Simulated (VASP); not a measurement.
Wanted: the native input for a VASP 6.6.1 run.

- Task: relaxation of cell and atoms
- Functional: r2SCANh
- Dispersion: D3(BJ)
- Potentials or basis: VASP PAW PBE potentials, release 64 (Ti_sv)
- Cutoff: 600 eV
- k mesh: 6 × 6 × 6
- Occupations: gaussian, width 0.1 eV
- Spin: no spin polarisation
- Grid for exact exchange (PRECFOCK): Fast
- Exchange at q = 0: default
- Further INCAR settings: ALGO = Normal; EDIFF = 1e-07; IBRION = 2; EDIFFG = -0.01; NSW = 60; ISIF = 3

Crystal: Ti.

```
Ti
1.0
     0.00000    2.03000    2.03000
     2.03000    0.00000    2.03000
     2.03000    2.03000    0.00000
Ti
1
Direct
  0.00000 0.00000 0.00000
```

This isn't the form of Ti at room conditions, which is hcp.

The input as run:

POSCAR

```
Ti
1.0
    0.0000000000      2.0300000000      2.0300000000
    2.0300000000      0.0000000000      2.0300000000
    2.0300000000      2.0300000000      0.0000000000
Ti
1
Direct
    0.0000000000      0.0000000000      0.0000000000
```

INCAR.step1

```
PREC     = Accurate       # precision mode
ENCUT    = 600            # plane-wave cutoff, eV
EDIFF    = 1E-5           # SCF threshold, eV
ISMEAR   = 0              # smearing method
SIGMA    = 0.1            # smearing width, eV
LREAL    = False          # projectors in reciprocal space
LASPH    = True           # aspherical terms in the spheres
NELM     = 100            # most SCF steps
ALGO     = Normal         # electronic algorithm
LWAVE    = True           # write WAVECAR
LCHARG   = False          # write CHGCAR
GGA      = PE             # functional
```

INCAR.step2

```
PREC     = Accurate       # precision mode
ENCUT    = 600            # plane-wave cutoff, eV
EDIFF    = 1E-7           # SCF threshold, eV
ISMEAR   = 0              # smearing method
SIGMA    = 0.1            # smearing width, eV
LREAL    = False          # projectors in reciprocal space
LASPH    = True           # aspherical terms in the spheres
NELM     = 100            # most SCF steps
ALGO     = Normal         # electronic algorithm
ISIF     = 3              # what is computed and relaxed
LWAVE    = False          # write WAVECAR
LCHARG   = False          # write CHGCAR
METAGGA  = R2SCAN         # meta-GGA
LHFCALC  = True           # exact exchange
AEXX     = 0.1            # exact-exchange fraction
LMIXTAU  = True         
PRECFOCK = Fast         
IVDW     = 12             # dispersion correction
VDW_S6   = 1.0          
VDW_S8   = 1.1236       
VDW_A1   = 0.4709       
VDW_A2   = 5.9157       
IBRION   = 2              # ionic algorithm
NSW      = 60             # ionic steps
EDIFFG   = -0.01          # ionic threshold
ISTART   = 1
```

KPOINTS

```
regular mesh
0
Gamma
  6 6 6
```

Potentials or basis: VASP PAW PBE potentials, release 64 (Ti_sv).

Run with:

```console
$ cat potpaw_PBE.64/Ti_sv/POTCAR > POTCAR
$ cp INCAR.step1 INCAR
$ mpirun -np 1 vasp_std > vasp.out
$ cp INCAR.step2 INCAR
$ mpirun -np 1 vasp_std > vasp.out
```

It gave:

- Relaxed volume: 16.93 Å³/atom
- Relaxed cell: a = 2.882 Å, b = 2.882 Å, c = 2.882 Å, α = 60.00°, β = 60.00°, γ = 60.00°
- Space group after relaxing (to 0.05 Å): Fm-3m (No. 225)
- Energy gained by relaxing: 1.0 meV/atom
- Ionic steps: 3
- Pressure after relaxing: 0.0 GPa
- Band gap on the k mesh: none (metal or under the smearing width)
- Dispersion energy per atom: -0.348 eV

Caveat: the k mesh is coarse (spacing up to 0.45 Å⁻¹), so the values aren't converged, least of all with exact exchange; the PAW data sets were made with another functional, which shifts forces and pressure a little; pairwise dispersion overbinds metals, which lowers pressure and volume.

Run time: 19 min on 1 thread of Intel(R) Xeon(R) Platinum 8488C (Sapphire Rapids), on a shared host, peak memory 0.16 GiB.
